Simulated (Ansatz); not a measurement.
Runs of Ansatz 0.2.0 on Co. It takes space group P6_3/mmc (No. 194, hexagonal). Conventional cell: a = 2.472 Å, b = 2.472 Å, c = 4.021 Å, α = 90.00°, β = 90.00°, γ = 120.00°. Co (site symmetry -6m2) has 12 Co at 2.47 Å as nearest neighbours. 

```csv
task,level,cell,cutoff (eV),smearing,gap on the mesh (eV),pressure (GPa),moment (μB),relaxed volume (Å³/atom)
single point,PBE,as given,315,gaussian 0.023 eV,none,4.6,3.22,-
single point,PBEsol,as given,315,gaussian 0.02 eV,none,-5.9,3.20,-
single point,PBE,as given,315,gaussian 0.1 eV,none,(b),(a),-
relaxation of cell and atoms,RPBE+D4,relaxed,-,fermi-dirac 0.05 eV,-,0.0,3.23,10.56
relaxation of cell and atoms,BLYP,relaxed,-,fermi-dirac 0.05 eV,-,0.0,3.27,11.36
```

Alike in all rows: potentials or basis all-electron LAPW, scalar-relativistic; spin collinear, ferromagnetic start; k mesh 12 × 12 × 7; basis error allowed 0.001 eV/atom.

Question: Estimate the missing entries.

Answer: (a) 3.21; (b) 4.7.

A gap of «none» marks a metal or a gap under the smearing width.
